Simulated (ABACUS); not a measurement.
The system is GaP.

```
Ga P
1.0
     0.00000    2.72525    2.72525
     2.72525    0.00000    2.72525
     2.72525    2.72525    0.00000
Ga P
1 1
Direct
  0.00000 0.00000 0.00000
  0.75000 0.75000 0.75000
```

* Program: ABACUS 3.10.1
* Task: single point
* Functional: PBE
* Potentials or basis: PseudoDojo NC SR 0.4.1 PBE standard
* Cutoff: 1102 eV
* Density cutoff: 4408 eV
* Basis: plane waves
* k mesh: 8 × 8 × 8
* Occupations: fermi-dirac, width 0.05 eV
* Spin: no spin polarisation

On this cell: pressure 2.6 GPa; largest force zero by symmetry; band gap on the k mesh 1.64 eV, indirect (least direct gap 1.82 eV).

The same run follows on a disturbed copy (atoms moved at random, drawn with an rms of 0.05 Å):

```xyz
2
Lattice="0.0000 2.7252 2.7252 2.7252 0.0000 2.7252 2.7252 2.7252 0.0000" Properties=species:S:1:pos:R:3 pbc="T T T"
Ga    0.0046    0.0437   -0.0466
P     4.0877    4.0891    4.0736
```

**Question.** What changes?

**Answer.** The energy moves by +7.4 meV/atom; pressure 2.7 GPa; largest force 0.558 eV/Å; band gap on the k mesh 1.44 eV, indirect (least direct gap 1.67 eV).

Forces in eV/Å, atoms in the order of the input:
```
Ga  -0.091 -0.436  0.336
P    0.091  0.436 -0.336
```

Stress tensor (GPa, compression positive):
```
 2.73  1.04 -1.35
 1.04  2.64 -0.28
-1.35 -0.28  2.68
```

A k mesh can miss the band edges.
